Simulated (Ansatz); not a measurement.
Level of theory: Ansatz, DFT PBE, scalar-relativistic, plane waves, PAW. All cells share a 420 eV cutoff and Γ-centred k meshes spaced at most about 0.3 Å⁻¹ (about 0.25 or finer for metals, 2π included). No spin polarisation in the final relaxations.

These are static total energies at zero pressure. All come from trial cells, and lower structures may exist.

Task: Order these relaxed structures of Al by energy, lowest first, with the energy over the lowest of them.
A.

```cif
data_structure
_symmetry_space_group_name_H-M 'I4/mmm'
_symmetry_Int_Tables_number 139
_cell_length_a 3.4740
_cell_length_b 3.4740
_cell_length_c 2.8189
_cell_angle_alpha 90.000
_cell_angle_beta 90.000
_cell_angle_gamma 90.000
_cell_volume 34.02
loop_
_atom_site_label
_atom_site_type_symbol
_atom_site_symmetry_multiplicity
_atom_site_Wyckoff_symbol
_atom_site_fract_x
_atom_site_fract_y
_atom_site_fract_z
_atom_site_occupancy
Al1 Al 2 a 0.00000 0.00000 0.00000 1
```

B.

```cif
data_structure
_symmetry_space_group_name_H-M 'P6_3/mmc'
_symmetry_Int_Tables_number 194
_cell_length_a 2.8510
_cell_length_b 2.8510
_cell_length_c 4.7294
_cell_angle_alpha 90.000
_cell_angle_beta 90.000
_cell_angle_gamma 120.000
_cell_volume 33.29
loop_
_atom_site_label
_atom_site_type_symbol
_atom_site_symmetry_multiplicity
_atom_site_Wyckoff_symbol
_atom_site_fract_x
_atom_site_fract_y
_atom_site_fract_z
_atom_site_occupancy
Al1 Al 2 c 0.66667 0.33333 0.75000 1
```

C.

```cif
data_structure
_symmetry_space_group_name_H-M 'P6/mmm'
_symmetry_Int_Tables_number 191
_cell_length_a 2.7806
_cell_length_b 2.7806
_cell_length_c 2.8038
_cell_angle_alpha 90.000
_cell_angle_beta 90.000
_cell_angle_gamma 120.000
_cell_volume 18.77
loop_
_atom_site_label
_atom_site_type_symbol
_atom_site_symmetry_multiplicity
_atom_site_Wyckoff_symbol
_atom_site_fract_x
_atom_site_fract_y
_atom_site_fract_z
_atom_site_occupancy
Al1 Al 1 b 0.00000 0.00000 0.50000 1
```

D.

```cif
data_structure
_symmetry_space_group_name_H-M 'Fm-3m'
_symmetry_Int_Tables_number 225
_cell_length_a 4.0409
_cell_length_b 4.0409
_cell_length_c 4.0409
_cell_angle_alpha 90.000
_cell_angle_beta 90.000
_cell_angle_gamma 90.000
_cell_volume 65.98
loop_
_atom_site_label
_atom_site_type_symbol
_atom_site_symmetry_multiplicity
_atom_site_Wyckoff_symbol
_atom_site_fract_x
_atom_site_fract_y
_atom_site_fract_z
_atom_site_occupancy
Al1 Al 4 b 0.50000 0.00000 0.00000 1
```

Result: D (0 meV/atom), B (33 meV/atom), A (74 meV/atom), C (220 meV/atom). Forms: D fcc type, Fm-3m; B hcp type, P6_3/mmc; A I4/mmm; C simple hexagonal type, P6/mmm. Counting all near atoms (those within 1.25 times the shortest distance at each site; a plus sign parts nearer from farther groups): D has Al 12; B has Al 12; A has Al 10+4; C has Al 8.

Cells relaxed within their symmetry can be saddle points. The P6_3/mmc cell of Al came from shaking the I4/mmm one. The Fm-3m cell of Al came from shaking the P6/mmm one. The part of the Crystallography Open Database at hand lists Al in space groups No. 225, 229; sharing a group (Fm-3m) doesn't make a cell the listed structure. Some candidate types were left out of the draw beforehand, so a known form may be missing.
